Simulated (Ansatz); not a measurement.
# SiO2 (Fddd) in Ansatz: single point with HSE06

Aim: the single point of SiO2 with HSE06.

Program: Ansatz 0.2.0. These are calculated values, not measurements. Logs are shortened: lines on timing, memory, paths and dates and some standing lists are left out, and cuts for length are marked.

**1. The structure**

It takes space group Fddd (No. 70, orthorhombic). Conventional cell: a = 4.719 Å, b = 9.433 Å, c = 14.726 Å, α = 90.00°, β = 90.00°, γ = 90.00°. Around Si (site symmetry 2) lie 4 O at 1.60 to 1.62 Å. O (site symmetry 2) has 2 Si at 1.62 Å as nearest neighbours. Around O (site symmetry -1) lie 2 Si at 1.60 Å.

The cell comes from a database or a generator and needn't be the stable form of this composition.

**2. Single point, HSE06**

Contents of input:

```
crystal:
  lattice:
    - [0.0, 4.71625711, 7.3627753715]
    - [2.3595806657, 0.0, 7.3627753715]
    - [2.3595806657, 4.71625711, 0.0]
  atoms:
    - { symbol: Si, position: [0.93676892, 0.93676892, 0.56323108] }
    - { symbol: Si, position: [0.68676892, 0.68676892, 0.31323108] }
    - { symbol: Si, position: [0.31323108, 0.31323108, 0.68676892] }
    - { symbol: Si, position: [0.56323108, 0.56323108, 0.93676892] }
    - { symbol: O, position: [0.0634396, 0.4365604, 0.0634396] }
    - { symbol: O, position: [0.4365604, 0.0634396, 0.4365604] }
    - { symbol: O, position: [0.8134396, 0.1865604, 0.8134396] }
    - { symbol: O, position: [0.1865604, 0.8134396, 0.1865604] }
    - { symbol: O, position: [0.125, 0.625, 0.625] }
    - { symbol: O, position: [0.625, 0.625, 0.625] }
    - { symbol: O, position: [0.625, 0.625, 0.125] }
    - { symbol: O, position: [0.625, 0.125, 0.625] }
hamiltonian:
  xc: hse06
  pseudopotentials: { kind: paw }
kpoints:
  mp_grid: { grid: [4, 4, 4] }
scf:
  occupations: { method: fermi_dirac, width: 0.05 }
output:
  forces: true
  stress: true
  eigenvalues: true
  write_density: true
  write_potential: true
  elf: true
  volumetric_format: npy
```

Potentials or basis: Ansatz PAW.

Output:

```text
Warning: output.stress: scf.convergence.dr2_threshold = 1e-7 eV (the SCF's general default) is looser than the 1.2e-9 eV advised for a printed stress (1e-10 eV for each atom of the cell: 12). What an SCF threshold leaves in a stress goes as its square root, and in the free energy as the threshold itself, and one threshold admits the most on a small cell: of the crystals measured, under no hybrid functional and no lock of the moments, on runs that ended without the residual-converged pass, on stresses that held no estimate of that error, the worst erred by over 100 MPa in a component at 1e-7 eV an atom and by under 5 at 1e-10. Set scf.convergence.dr2_threshold to 1.2e-9 eV or tighter. The threshold is an SCF's pass mark: one that does not reach it within its budget of iterations ends unconverged, or closes short of it on a stop that the run arms, and scf.convergence.dr2_threshold's page says what that costs each kind of run
Warning: output.stress: scf.exx.energy_threshold = 1e-6 eV is looser than the 1.2e-7 eV advised for a stress under a hybrid functional (1e-8 eV for each atom of the cell: 12). Every SCF of the exchange loop can meet its threshold on dr2 while the loop round them stops early: no threshold on dr2 bounds what that leaves in the stress. Set scf.exx.energy_threshold to 1.2e-7 eV or tighter. The threshold is the loop's pass mark: a loop that does not reach it within its budget of cycles ends unconverged, and scf.exx.energy_threshold's page has the law
GPUs: using 1 of 1 available (devices: 1).
Engine: ansatz 0.2.0, x86_64-unknown-linux-gnu
Pseudopotentials: kind: paw
Pseudopotential: Si, paw, valence charge 4, recommended cutoff 420 eV (normal), Si.paw.azcp
Pseudopotential: O, paw, valence charge 6, recommended cutoff 420 eV (normal), O.paw.azcp
Functional definition: HSE06
  parameter a = 0.25
  parameter omega = 0.11/bohr
  exchange = pbe_x - a*pbe_x_sr(omega) + a*exact_x_sr(omega)
  correlation = pbe_c
device memory: the entry about to start is reckoned to put 2.7 GiB on a device that reports 65.8 GiB free (of which the cap on the GPU budget leaves the run 18.0 GiB)
GPU FFT provider: cuFFT
GPU libraries: cuBLAS 13.8.2, cuFFT 12.4.0, cuSOLVER 12.3.4
Crystal: 12 atoms, lattice volume = 163.872 Å³
Basis set: ecut = 420 eV, 3169 PW (Γ), exchange–correlation on 120×108×72 points (8 copies of the dense FFT grid, shifted against one another)
Bands: 44, of which v1, the nominal top of the filled ones, is band 32 counted from 1 (31 counted from 0)
Symmetry: 8 space group operations
Space group: Fddd (ITA 70), of the structure as read, at distance tolerance 5.5e-5 Å
k-points: 18 of 64
Non-local potential: Si, projectors of the file, l = 0: 2, l = 1: 2, l = 2: 2
Non-local potential: O, projectors of the file, l = 0: 2, l = 1: 2, l = 2: 1
PAW form: soft (Blöchl's): semilocal exchange-correlation on the pseudo side does not see the compensation charge
PAW frozen core: Si, regenerated for the run's functional, and the local potential with it (the file was generated under x = pbe(κ = 0.804, μ = 0.2195149727645171), c = pbe(β = 0.06672455060314922))
PAW frozen core: O, regenerated for the run's functional, and the local potential with it (the file was generated under x = pbe(κ = 0.804, μ = 0.2195149727645171), c = pbe(β = 0.06672455060314922))
PAW one-centre angular grid: Si, 110 points (default); XC on 64 Gauss nodes
PAW one-centre angular grid: O, 110 points (default); XC on 96 Gauss nodes
[... 53 lines left out ...]
E sigma→0 (E₀):  -7097.590917 eV
Fermi energy:    4.305914 eV
--- Per-component energies (eV) ---
  E_band       = -441.538434
  E_kinetic    = 1620.881779
  E_local      = -4270.536680  (includes V_loc(G=0)·N_el)
  E_nonlocal   = 469.943163
  E_hartree    = 1558.522434
  E_xc         = -657.339474
  E_vxc        = -757.130151  (∫ρ·V_xc dr)
  E_exx        = -184.543154  (= α·E_x^exact, valence–valence)
  E_paw        = -3303.432111  (= ΣΔE_a)
  E_vpaw       = -252.675757  (= ΣTr[D̂ρ^β])
  E_aug_tail   = 0.020752  (compensation charges beyond the density's cutoff)
  E_ewald      = -2330.657877
  E_core_change = -0.449744  (= ΣΔE_core)
  E_smearing   = -0.000000  (= −TS)
  E_closure    = -0.000004  (closes the sum)
  Σ components = -7097.590917   (vs F -7097.590917, Δ=0.00e0)
--- Forces (eV/Å), atoms counted from 1 ---
  atom   1  Si     0.00000000     0.00000000     0.06338620
  atom   2  Si    -0.00000000     0.00000000     0.06338620
  atom   3  Si    -0.00000000     0.00000000    -0.06338620
  atom   4  Si     0.00000000    -0.00000000    -0.06338620
  atom   5  O     -0.00000000    -0.05590150    -0.00000000
  atom   6  O      0.00000000     0.05590150     0.00000000
  atom   7  O      0.00000000    -0.05590150     0.00000000
  atom   8  O      0.00000000     0.05590150     0.00000000
  atom   9  O      0.00000000     0.00000000     0.00000000
  atom  10  O      0.00000000    -0.00000000    -0.00000000
  atom  11  O      0.00000000     0.00000000     0.00000000
  atom  12  O      0.00000000     0.00000000     0.00000000
  max |Σ_I F_I| component: 1.39e-17 eV/Å
--- Stress (GPa, compression-positive) ---
       -0.023503       0.000000      -0.000000
        0.000000       0.173234       0.000000
       -0.000000       0.000000       0.143344
  P = ⅓ Tr σ = 0.0977 GPa (0.977 kbar)
--- Band table (eV; the first three rows and the last of 18) ---
  k-point 0: bands = ["-20.4998", "-19.5395", "-19.4933", "-18.4086", "-18.3658", "-18.2466", "-18.2079", "-18.1987", "-9.5918", "-7.6497", "-6.6765", "-5.6773", "-5.5050", "-5.1189", "-4.8649", "-4.5905", "-2.8715", "-2.3010", "-2.2945", "-2.2832", "-2.0677", "-1.8226", "-1.7226", "-1.3579", "-1.3251", "-1.1971", "-0.7731", "-0.3054", "-0.1794", "0.0097", "0.4416", "0.4764", "8.0590", "10.7311", "10.7859", "11.1218", "11.2166", "12.4253", "12.6670", "12.9589", "13.7710", "14.3546", "14.5787", "14.9329"]
  k-point 1: bands = ["-20.2922", "-19.6739", "-19.3090", "-18.6257", "-18.3897", "-18.3009", "-18.2626", "-18.2456", "-9.0682", "-7.8719", "-6.8462", "-5.6230", "-5.2387", "-5.1001", "-4.9432", "-4.6630", "-2.9188", "-2.7866", "-2.2095", "-2.1861", "-2.0307", "-1.7466", "-1.6105", "-1.3809", "-1.3288", "-1.1542", "-0.5880", "-0.3845", "-0.3225", "0.0462", "0.2333", "0.3020", "9.0255", "11.2279", "11.2812", "11.5267", "11.7900", "12.1661", "12.6520", "12.9126", "13.3231", "13.3475", "13.9424", "14.5395"]
  k-point 2: bands = ["-19.9883", "-19.5271", "-19.5180", "-18.9025", "-18.4054", "-18.3189", "-18.3065", "-18.2620", "-8.6477", "-7.4427", "-7.3722", "-5.7236", "-5.5708", "-4.9635", "-4.6376", "-4.6362", "-2.9515", "-2.8240", "-2.6855", "-2.0808", "-1.9823", "-1.8684", "-1.5514", "-1.3836", "-1.2006", "-0.9119", "-0.6487", "-0.5129", "-0.1661", "-0.1192", "0.1457", "0.2031", "10.6009", "11.1830", "11.5015", "11.9692", "12.2033", "12.4330", "12.5017", "12.7046", "12.8033", "13.8435", "13.8665", "14.3183"]
  k-point 17: bands = ["-20.2313", "-20.2313", "-18.6640", "-18.6640", "-18.3877", "-18.3877", "-18.2030", "-18.2030", "-8.8829", "-8.8829", "-5.6176", "-5.6176", "-5.4958", "-5.4958", "-4.8926", "-4.8926", "-2.6442", "-2.6442", "-2.0112", "-2.0112", "-1.8654", "-1.8654", "-1.6935", "-1.6935", "-1.3590", "-1.3590", "-0.3625", "-0.3625", "-0.1693", "-0.1693", "0.3144", "0.3144", "9.2395", "9.2395", "11.2405", "11.2405", "11.7302", "11.7302", "12.8234", "12.8234", "13.6248", "13.6248", "14.8305", "14.8305"]
```

Wall time 28 s (1 × NVIDIA H100 80GB HBM3 with 2 threads of AMD EPYC 7R13 (Zen 3), shared host); peak memory 3.2 GiB.

What came out:

- Free energy: -7097.5909 eV
- Pressure: 0.1 GPa
- Largest force: 0.063 eV/Å
- Band gap on the k mesh: 7.58 eV, direct

Forces in eV/Å, atoms in the order of the input:
```
Si   0.000  0.000  0.063
Si   0.000  0.000  0.063
Si   0.000  0.000 -0.063
Si   0.000  0.000 -0.063
O    0.000 -0.056  0.000
O    0.000  0.056  0.000
O    0.000 -0.056  0.000
O    0.000  0.056  0.000
O    0.000  0.000  0.000
O    0.000  0.000  0.000
O    0.000  0.000  0.000
O    0.000  0.000  0.000
```

Stress tensor (GPa, compression positive):
```
-0.02  0.00  0.00
 0.00  0.17  0.00
 0.00  0.00  0.14
```

Caveat: the pressure holds a Pulay correction of +0.4 GPa for the finite cutoff; the PAW data sets come from PBE, with cores solved anew for the run's functional, which leaves a small shift of forces and pressure; the thresholds are loose for stress. A k mesh can miss the band edges.
